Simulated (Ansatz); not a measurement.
Input of an Ansatz 0.2.0 run:

input.yaml

```yaml
crystal:
  lattice:
    - [2.4719999032, 0.0, 0.0]
    - [-1.2359999516, 2.1408147143, 0.0]
    - [0.0, 0.0, 4.02114408]
  atoms:
    - { symbol: Co, position: [0.6666666667, 0.3333333333, 0.75], spin: 2.0 }
    - { symbol: Co, position: [0.3333333333, 0.6666666667, 0.25], spin: 2.0 }
hamiltonian:
  xc: pbe
  pseudopotentials: { kind: paw }
magnetization:
  spin_polarized: true
kpoints:
  mp_grid: { grid: [12, 12, 7] }
scf:
  occupations: { method: gaussian, width: 0.025 }
output:
  forces: true
  stress: true
  eigenvalues: true
```

Potentials or basis: Ansatz PAW.

Command:

```console
$ ansatz run input.yaml --threads 2 --pin off --max-ram 5632MiB --backend cpu --events-out ev --progress --plain --runs-dir out
```

Problem. Estimate the site moments.

Solution. Co +1.68 μB.

Problem. Estimate the absolute moment.

Solution. 3.53 μB per cell.

Problem. Predict the net moment.

Solution. 3.21 μB per cell.

Stress tensor (GPa, compression positive):
```
5.83 0.00 0.00
0.00 5.83 0.00
0.00 0.00 2.49
```
